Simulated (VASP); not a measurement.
# Ca (Fm-3m) in VASP: RPA correlation energy with PBE

Aim: the RPA correlation energy of Ca with PBE.

All numbers are computed with VASP 6.6.1; they aren't measurements. Logs are shortened: lines on timing, memory, paths and dates and some standing lists are left out, and cuts for length are marked.

## 1. Starting point

It takes space group Fm-3m (No. 225, cubic). Conventional cell: a = 5.458 Å, b = 5.458 Å, c = 5.458 Å, α = 90.00°, β = 90.00°, γ = 90.00°. Ca (site symmetry m-3m) is surrounded by 12 Ca at 3.86 Å.

## 2. RPA correlation energy, PBE

File POSCAR:

```
Ca
1.0
    0.0000000000      2.7290300000      2.7290300000
    2.7290300000      0.0000000000      2.7290300000
    2.7290300000      2.7290300000      0.0000000000
Ca
1
Direct
    1.0000000000      0.0000000000      0.0000000000
```

File INCAR.step1:

```
SYSTEM = Ca
PREC = Accurate
ENCUT = 450
EDIFF = 1E-8
ISMEAR = 0
SIGMA = 0.05
LREAL = .False.
LASPH = .True.
NELM = 60
ALGO = Normal
LWAVE = .True.
LCHARG = .False.
GGA = PE
```

File INCAR.step2:

```
SYSTEM = Ca
PREC = Accurate
ENCUT = 450
EDIFF = 1E-8
ISMEAR = 0
SIGMA = 0.05
LREAL = .False.
LASPH = .True.
NELM = 1
ALGO = EIGENVAL
LWAVE = .False.
LCHARG = .False.
GGA = PE
LHFCALC = .True.
AEXX = 1.0
ALDAC = 0.0
AGGAC = 0.0
ISTART = 1
PRECFOCK = Fast
```

File INCAR.step3:

```
SYSTEM = Ca
PREC = Accurate
ENCUT = 450
EDIFF = 1E-8
ISMEAR = 0
SIGMA = 0.05
LREAL = .False.
LASPH = .True.
NELM = 1
ALGO = Exact
LWAVE = .True.
LCHARG = .False.
GGA = PE
NBANDS = 899
LOPTICS = .True.
ISTART = 1
```

File INCAR.step4:

```
SYSTEM = Ca
PREC = Accurate
ENCUT = 450
EDIFF = 1E-8
ISMEAR = 0
SIGMA = 0.05
LREAL = .False.
LASPH = .True.
NELM = 60
ALGO = ACFDT
LWAVE = .False.
LCHARG = .False.
GGA = PE
NBANDS = 899
ENCUTGW = 250
NOMEGA = 12
ISTART = 1
PRECFOCK = Fast
```

File KPOINTS:

```
Automatic mesh
0
Gamma
  6 6 6
  0 0 0
```

Potentials or basis: VASP PAW PBE potentials, release 64 (Ca_sv_GW).

The run is started by

```bash
cat potpaw_PBE.64/Ca_sv_GW/POTCAR > POTCAR
cp INCAR.step1 INCAR
mpirun -np 1 vasp_std > vasp.out
cp INCAR.step2 INCAR
mpirun -np 1 vasp_std > vasp.out
cp INCAR.step3 INCAR
mpirun -np 1 vasp_std > vasp.out
cp INCAR.step4 INCAR
mpirun -np 1 vasp_std > vasp.out
```

OUTCAR:

```text
SYSTEM = Ca
   PREC = Accurate
   ENCUT = 450
   EDIFF = 1E-8
   ISMEAR = 0
   LREAL = .False.
   LASPH = .True.
   NELM = 60
   GGA = PE
   ENCUTGW = 250
   ISTART = 1
   PRECFOCK = Fast

 ion  position               nearest neighbor table
   1  0.000  0.000  0.000-

  LATTYP: Found a face centered cubic cell.
 ALAT       =     5.4580600000

  Lattice vectors:

 A1 = (   0.0000000000,   2.7290300000,   2.7290300000)
 A2 = (   2.7290300000,   0.0000000000,   2.7290300000)
 A3 = (   2.7290300000,   2.7290300000,   0.0000000000)

Analysis of symmetry for initial positions (statically):
=====================================================================
 Subroutine PRICEL returns:
 Original cell was already a primitive cell.

 Routine SETGRP: Setting up the symmetry group for a
 face centered cubic supercell.

 Subroutine GETGRP returns: Found 48 space group operations
 (whereof 48 operations were pure point group operations)
 out of a pool of 48 trial point group operations.

The static configuration has the point symmetry O_h .

Analysis of symmetry for dynamics (positions and initial velocities):
=====================================================================
 Subroutine PRICEL returns:
 Original cell was already a primitive cell.

 Routine SETGRP: Setting up the symmetry group for a
 face centered cubic supercell.

 Subroutine GETGRP returns: Found 48 space group operations
 (whereof 48 operations were pure point group operations)
 out of a pool of 48 trial point group operations.

The dynamic configuration has the point symmetry O_h .

 Subroutine INISYM returns: Found 48 space group operations
 (whereof 48 operations are pure point group operations),
 and found     1 'primitive' translations

----------------------------------------------------------------------------------------

                                     Primitive cell

  volume of cell :      40.6495

  direct lattice vectors                    reciprocal lattice vectors
     0.000000000  2.729030000  2.729030000    -0.183215282  0.183215282  0.183215282
     2.729030000  0.000000000  2.729030000     0.183215282 -0.183215282  0.183215282
     2.729030000  2.729030000  0.000000000     0.183215282  0.183215282 -0.183215282

  length of vectors
     3.859431238  3.859431238  3.859431238     0.317338176  0.317338176  0.317338176

  position of ions in fractional coordinates (direct lattice)
     0.000000000  0.000000000  0.000000000

  ion indices of the primitive-cell ions
   primitive index   ion index
                 1           1

----------------------------------------------------------------------------------------

 KPOINTS: Automatic mesh

Automatic generation of k-mesh.
 Grid dimensions read from file:
 generate k-points for:    6    6    6

 Generating k-lattice:

  Cartesian coordinates                     Fractional coordinates (reciprocal lattice)
    -0.030535880  0.030535880  0.030535880     0.166666667  0.000000000  0.000000000
     0.030535880 -0.030535880  0.030535880     0.000000000  0.166666667  0.000000000
     0.030535880  0.030535880 -0.030535880     0.000000000  0.000000000  0.166666667

  Length of vectors
     0.052889696  0.052889696  0.052889696

  Shift w.r.t. Gamma in fractional coordinates (k-lattice)
     0.000000000  0.000000000  0.000000000

 Subroutine IBZKPT returns following result:
 ===========================================

 Found     16 irreducible k-points:

 Following reciprocal coordinates:
            Coordinates               Weight
  0.000000  0.000000  0.000000      1.000000
  0.166667  0.000000  0.000000      8.000000
  0.333333  0.000000  0.000000      8.000000
  0.500000  0.000000  0.000000      4.000000
  0.166667  0.166667  0.000000      6.000000
  0.333333  0.166667  0.000000     24.000000
[... 8 lines left out ...]
 -0.333333  0.333333  0.166667     24.000000
 -0.333333  0.500000  0.166667     12.000000
   k-points           NKPTS =     16   k-points in BZ     NKDIM =    216   number of bands    NBANDS=    899
   number of dos      NEDOS =    301   number of ions     NIONS =      1
   total plane-waves  NPLWV =  21952
   dimension x,y,z NGX =    28 NGY =   28 NGZ =   28
   dimension x,y,z NGXF=    56 NGYF=   56 NGZF=   56
   ions per type =               1
   NGX,Y,Z   is equivalent  to a cutoff of  12.06, 12.06, 12.06 a.u.
   NGXF,Y,Z  is equivalent  to a cutoff of  24.12, 24.12, 24.12 a.u.
 SYSTEM =  Ca
   PREC   = accura    normal or accurate (medium, high low for compatibility)
   ISTART =      1    job   : 0-new  1-cont  2-samecut
   ICHARG =      0    charge: 1-file 2-atom 10-const
   ISPIN  =      1    spin polarized calculation?
   LNONCOLLINEAR =      F non collinear calculations
   LSORBIT =      F    spin-orbit coupling
   LASPH  =      T    aspherical Exc in radial PAW
   ENCUT  =  450.0 eV  33.07 Ry    5.75 a.u.   6.68  6.68  6.68*2*pi/ulx,y,z
   NELM   =     60;   NELMIN=  2; NELMDL=  0     # of ELM steps
   EDIFF  = 0.1E-07   stopping-criterion for ELM
   LREAL  =      F    real-space projection
   EDIFFG = 0.1E-06   stopping-criterion for IOM
   NSW    =      0    number of steps for IOM
   IBRION =     -1    ionic relax: 0-MD 1-quasi-New 2-CG
   NFREE  =      0    steps in history (QN), initial steepest desc. (CG)
   ISIF   =      0    stress and relaxation
   ISYM   =      3    0-nonsym 1-usesym 2-fastsym
   POTIM  = 0.5000    time-step for ionic-motion
   TEBEG  =    0.0;   TEEND  =   0.0 temperature during run
   PSTRESS=    0.0 pullay stress
   NELECT =      10.0000    total number of electrons
   NUPDOWN=      -1.0000    fix difference up-down
   EMIN   =  10.00;   EMAX   =-10.00  energy-range for DOS
   EFERMI =   0.00;   METHOD = LEGACY
   ISMEAR =     0;   SIGMA  =   0.05  broadening in eV -4-tet -1-fermi 0-gaus
   EFERMI_NEDOS =   21; number of points for ismear=-14 and -15
   IALGO  =     38    algorithm
   IMIX   =      4    mixing-type and parameters
     AMIX     =   0.40;   BMIX     =  1.00
     AMIX_MAG =   1.60;   BMIX_MAG =  1.00
  volume/ion in A,a.u.               =      40.65       274.32
  Fermi-wavevector in a.u.,A,eV,Ry     =   1.025785  1.938453 14.316536  1.052236
  Thomas-Fermi vector in A             =   2.159644
   LORBIT       =      0    0 simple, 1 ext, 2 COOP (PROOUT), +10 PAW based schemes
   GGA     = PE    functional components
   LHFCALC =     T    Hartree Fock is set to
   PRECFOCK=fast      Normal, Fast or Accurate (Low or Medium for compatibility)
   ENCUT4O =  -1.0   cutoff for four orbital integrals eV
   NKREDX  =     1    reduce k-point grid by
   NKREDY  =     1    reduce k-point grid by
   NKREDZ  =     1    reduce k-point grid by
   AEXX    =    1.0000 exact exchange contribution
   HFSCREEN=    0.0000 screening length (either q_TF or 0.3 A-1)
   HFSCREENC=   0.0000 screening length for correlation (either q_TF or 0.3 A-1)
   ENCUTFOCK=  -1.0 apply spherical cutoff to Coloumb kernel
   IVDW    =     0    specifies the selected vdW correction
   LEPSILON=     F    determine dielectric tensor
   LRPA    =     F    only Hartree local field effects (RPA)
   LRPAFORCE           =     F    calculate RPA forces
   ENCUTGW             = 250.0    cutoff for response function in eV
   ENCUTGWSOFT         = 200.0    soft cutoff for Coulomb kernel in GW response function in eV
   ENCUTLF             =  -1.0    cutoff for local field effects
   NELMGW              =     1    number of iterations in solving QP/BSE equation
   NELMHF              =     1    number of iterations in the inner HF iteration
   NKREDLFX            =     1    NKREDLFY  =   1   NKREDLFZ  =   1
 non-spin polarized calculation
 Gauss-broadening in eV      SIGMA  =   0.05
  energy-cutoff  :      450.00
  volume of cell :       40.65
 maximum number of plane-waves:       899
  NGX = 16; NGY = 16; NGZ = 16
   NGX = 13   NGY = 13   NGZ = 13
 maximum number of plane-waves:       375

      cutoff energy     smooth cutoff   RPA   correlation   Hartree contr. to MP2
---------------------------------------------------------------------------------
            250.000           200.000      -13.5041319955     -706.0999120151
            238.095           190.476      -13.3648228992     -705.9401355397
            226.757           181.406      -13.2187677796     -705.7709339530
            215.959           172.768      -13.0665625348     -705.5926922188
            205.676           164.541      -12.9081482185     -705.4049835992
            195.882           156.705      -12.7435689333     -705.2075403610
            186.554           149.243      -12.5734899943     -705.0008439319
            177.670           142.136      -12.3974300897     -704.7840185420
  linear regression
  converged value                          -15.1405922227     -708.0535154671
```

OUTCAR.step1:

```text
SYSTEM = Ca
   PREC = Accurate
   ENCUT = 450
   EDIFF = 1E-8
   ISMEAR = 0
   LREAL = .False.
   LASPH = .True.
   NELM = 60
[... 397 lines left out ...]
 -----------------------------------------------------------------------------------
      0.00000      0.00000      0.00000        -0.000000      0.000000     -0.000000
 -----------------------------------------------------------------------------------
    total drift:                               -0.000000     -0.000000     -0.000000

  FREE ENERGIE OF THE ION-ELECTRON SYSTEM (eV)
  ---------------------------------------------------
  free  energy   TOTEN  =        -6.8258697997 eV

  energy  without entropy=       -6.8235097069  energy(sigma->0) =       -6.82468975
```

Wall time 75 min (1 thread of Intel Xeon 6975P-C (Granite Rapids), shared host); peak memory 3 GiB.

What came out:

| Quantity | Value |
| --- | --- |
| Band gap on the k mesh, mean-field level | none (metal or under the smearing width) |
| RPA correlation energy | -15.141 eV/atom |
| RPA total energy per cell | -26.229 eV |
| RPA correlation energy per cell | -15.141 eV |

Caveat: the ground state has no gap, which makes the many-body step unreliable.
